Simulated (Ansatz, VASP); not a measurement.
**Ba: VASP beside Ansatz**

```xyz
1
Lattice="0.0000 3.1655 3.1655 3.1655 0.0000 3.1655 3.1655 3.1655 0.0000" Properties=species:S:1:pos:R:3 pbc="T T T"
Ba    0.0000    0.0000    0.0000
```

Alike in both runs: task relaxation of cell and atoms; functional PBE; k mesh 11 × 11 × 11; occupations fermi-dirac, width 0.05 eV; no spin polarisation.

|  | VASP | Ansatz |
| --- | --- | --- |
| version | VASP 6.6.1 | Ansatz 0.2.0 |
| potentials or method | VASP PAW PBE potentials, release 64 (Ba_sv) | PAW with Ansatz's default frozen-core files, scalar-relativistic |
| plane-wave cutoff (eV) | 600 | 420 |
| valence electrons in the cell | 10 | 10 |

```tsv
	VASP	Ansatz	Ansatz less VASP
relaxed volume (Å³/atom)	64.36	63.56	-0.797
relaxed cell length with the largest relative difference (Å)	4.498	4.480	-0.0186
```

Spin-orbit coupling is left out, which matters for the levels of Ba.
